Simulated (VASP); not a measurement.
# Ca₁₂H: drag along a line

Ca₁₂H, slab, 13 atoms in the cell. PBE, constrained relaxations along a path; PAW potentials Ca_sv, H (PBE set).

Path: drag along a line, H hops from a hollow site to the next hollow site of Ca(100).

## Input

INCAR:
```
ALGO = Normal
EDIFF = 1E-6
EDIFFG = -0.03
ENCUT = 300
IBRION = 2
ISIF = 2
ISMEAR = 1
KPAR = 2
LASPH = T
LCHARG = F
LREAL = F
LWAVE = F
NELM = 100
NSW = 60
POTIM = 0.5
PREC = Normal
SIGMA = 0.1
```

KPOINTS:
```
k-points
0
Gamma
  2 2 1
```

POSCAR.step1:
```
Ca12H
1.0
    8.9600000000      0.0000000000      0.0000000000
    0.0000000000      8.9600000000      0.0000000000
    0.0000000000      0.0000000000     19.6500000000
Ca H
12 1
Selective dynamics
Direct
    0.0000000000      0.0000000000      0.3053435115  F F F
    0.5000000000      0.0000000000      0.3053435115  F F F
    0.0000000000      0.5000000000      0.3053435115  F F F
    0.5000000000      0.5000000000      0.3053435115  F F F
    0.2500000000      0.2500000000      0.4193384224  T T T
    0.7500000000      0.2500000000      0.4193384224  T T T
    0.2500000000      0.7500000000      0.4193384224  T T T
    0.7500000000      0.7500000000      0.4193384224  T T T
    0.0000000000      0.0000000000      0.5333333333  T T T
    0.5000000000      0.0000000000      0.5333333333  T T T
    0.0000000000      0.5000000000      0.5333333333  T T T
    0.5000000000      0.5000000000      0.5333333333  T T T
    0.2500000000      0.2500000000      0.5587786260  F T T
```

POSCAR.step2:
```
Ca12H
1.0
    8.9600000000      0.0000000000      0.0000000000
    0.0000000000      8.9600000000      0.0000000000
    0.0000000000      0.0000000000     19.6500000000
Ca H
12 1
Selective dynamics
Direct
    0.0000000000      0.0000000000      0.3053435115  F F F
    0.5000000000      0.0000000000      0.3053435115  F F F
    0.0000000000      0.5000000000      0.3053435115  F F F
    0.5000000000      0.5000000000      0.3053435115  F F F
    0.2500000000      0.2500000000      0.4193384224  T T T
    0.7500000000      0.2500000000      0.4193384224  T T T
    0.2500000000      0.7500000000      0.4193384224  T T T
    0.7500000000      0.7500000000      0.4193384224  T T T
    0.0000000000      0.0000000000      0.5333333333  T T T
    0.5000000000      0.0000000000      0.5333333333  T T T
    0.0000000000      0.5000000000      0.5333333333  T T T
    0.5000000000      0.5000000000      0.5333333333  T T T
    0.1500000000      0.2500000000      0.5587786260  F T T
```

POSCAR.step3:
```
Ca12H
1.0
    8.9600000000      0.0000000000      0.0000000000
    0.0000000000      8.9600000000      0.0000000000
    0.0000000000      0.0000000000     19.6500000000
Ca H
12 1
Selective dynamics
Direct
    0.0000000000      0.0000000000      0.3053435115  F F F
    0.5000000000      0.0000000000      0.3053435115  F F F
    0.0000000000      0.5000000000      0.3053435115  F F F
    0.5000000000      0.5000000000      0.3053435115  F F F
    0.2500000000      0.2500000000      0.4193384224  T T T
    0.7500000000      0.2500000000      0.4193384224  T T T
    0.2500000000      0.7500000000      0.4193384224  T T T
    0.7500000000      0.7500000000      0.4193384224  T T T
    0.0000000000      0.0000000000      0.5333333333  T T T
    0.5000000000      0.0000000000      0.5333333333  T T T
    0.0000000000      0.5000000000      0.5333333333  T T T
    0.5000000000      0.5000000000      0.5333333333  T T T
    0.0750000000      0.2500000000      0.5587786260  F T T
```

POSCAR.step4:
```
Ca12H
1.0
    8.9600000000      0.0000000000      0.0000000000
    0.0000000000      8.9600000000      0.0000000000
    0.0000000000      0.0000000000     19.6500000000
Ca H
12 1
Selective dynamics
Direct
    0.0000000000      0.0000000000      0.3053435115  F F F
    0.5000000000      0.0000000000      0.3053435115  F F F
    0.0000000000      0.5000000000      0.3053435115  F F F
    0.5000000000      0.5000000000      0.3053435115  F F F
    0.2500000000      0.2500000000      0.4193384224  T T T
    0.7500000000      0.2500000000      0.4193384224  T T T
    0.2500000000      0.7500000000      0.4193384224  T T T
    0.7500000000      0.7500000000      0.4193384224  T T T
    0.0000000000      0.0000000000      0.5333333333  T T T
    0.5000000000      0.0000000000      0.5333333333  T T T
    0.0000000000      0.5000000000      0.5333333333  T T T
    0.5000000000      0.5000000000      0.5333333333  T T T
    0.0000000000      0.2500000000      0.5587786260  F T T
```

POSCAR.step5:
```
Ca12H
1.0
    8.9600000000      0.0000000000      0.0000000000
    0.0000000000      8.9600000000      0.0000000000
    0.0000000000      0.0000000000     19.6500000000
Ca H
12 1
Selective dynamics
Direct
    0.0000000000      0.0000000000      0.3053435115  F F F
    0.5000000000      0.0000000000      0.3053435115  F F F
    0.0000000000      0.5000000000      0.3053435115  F F F
    0.5000000000      0.5000000000      0.3053435115  F F F
    0.2500000000      0.2500000000      0.4193384224  T T T
    0.7500000000      0.2500000000      0.4193384224  T T T
    0.2500000000      0.7500000000      0.4193384224  T T T
    0.7500000000      0.7500000000      0.4193384224  T T T
    0.0000000000      0.0000000000      0.5333333333  T T T
    0.5000000000      0.0000000000      0.5333333333  T T T
    0.0000000000      0.5000000000      0.5333333333  T T T
    0.5000000000      0.5000000000      0.5333333333  T T T
   -0.0750000000      0.2500000000      0.5587786260  F T T
```

POSCAR.step6:
```
Ca12H
1.0
    8.9600000000      0.0000000000      0.0000000000
    0.0000000000      8.9600000000      0.0000000000
    0.0000000000      0.0000000000     19.6500000000
Ca H
12 1
Selective dynamics
Direct
    0.0000000000      0.0000000000      0.3053435115  F F F
    0.5000000000      0.0000000000      0.3053435115  F F F
    0.0000000000      0.5000000000      0.3053435115  F F F
    0.5000000000      0.5000000000      0.3053435115  F F F
    0.2500000000      0.2500000000      0.4193384224  T T T
    0.7500000000      0.2500000000      0.4193384224  T T T
    0.2500000000      0.7500000000      0.4193384224  T T T
    0.7500000000      0.7500000000      0.4193384224  T T T
    0.0000000000      0.0000000000      0.5333333333  T T T
    0.5000000000      0.0000000000      0.5333333333  T T T
    0.0000000000      0.5000000000      0.5333333333  T T T
    0.5000000000      0.5000000000      0.5333333333  T T T
   -0.1500000000      0.2500000000      0.5587786260  F T T
```

POSCAR.step7:
```
Ca12H
1.0
    8.9600000000      0.0000000000      0.0000000000
    0.0000000000      8.9600000000      0.0000000000
    0.0000000000      0.0000000000     19.6500000000
Ca H
12 1
Selective dynamics
Direct
    0.0000000000      0.0000000000      0.3053435115  F F F
    0.5000000000      0.0000000000      0.3053435115  F F F
    0.0000000000      0.5000000000      0.3053435115  F F F
    0.5000000000      0.5000000000      0.3053435115  F F F
    0.2500000000      0.2500000000      0.4193384224  T T T
    0.7500000000      0.2500000000      0.4193384224  T T T
    0.2500000000      0.7500000000      0.4193384224  T T T
    0.7500000000      0.7500000000      0.4193384224  T T T
    0.0000000000      0.0000000000      0.5333333333  T T T
    0.5000000000      0.0000000000      0.5333333333  T T T
    0.0000000000      0.5000000000      0.5333333333  T T T
    0.5000000000      0.5000000000      0.5333333333  T T T
   -0.2500000000      0.2500000000      0.5587786260  F T T
```

Commands (each step's output is kept before the next begins):
```
cat potpaw_PBE.64/Ca_sv/POTCAR potpaw_PBE.64/H/POTCAR > POTCAR
cp POSCAR.step1 POSCAR
mpirun -np 8 vasp_std > vasp.out
cp POSCAR.step2 POSCAR
mpirun -np 8 vasp_std > vasp.out
cp POSCAR.step3 POSCAR
mpirun -np 8 vasp_std > vasp.out
cp POSCAR.step4 POSCAR
mpirun -np 8 vasp_std > vasp.out
cp POSCAR.step5 POSCAR
mpirun -np 8 vasp_std > vasp.out
cp POSCAR.step6 POSCAR
mpirun -np 8 vasp_std > vasp.out
cp POSCAR.step7 POSCAR
mpirun -np 8 vasp_std > vasp.out
```

## Result

- Barrier (eV): 0.000
- Ionic steps, all stages: 130
- Electronic steps, all stages: 1665

Energy along the pull:

| Share of the way | Energy above the start (eV) |
|---|---|
| 0 | 0.000 |
| 0.2 | -0.132 |
| 0.35 | -0.210 |
| 0.5 | -0.366 |
| 0.65 | -0.210 |
| 0.8 | -0.132 |
| 1 | 0.000 |

The slab is body-centred cubic Ca(100), which isn't the element's stable structure, in-plane cell 8.96 × 8.96 Å, with 2 × 2 k points.

Limits: the adatom repeats in each 2 x 2 surface cell, and the slab has three layers.

VASP 6.6.1 took 3951 s on 8 cores (Intel Xeon Platinum 8259CL @ 2.50GHz (Skylake/Cascade Lake)), a shared host.
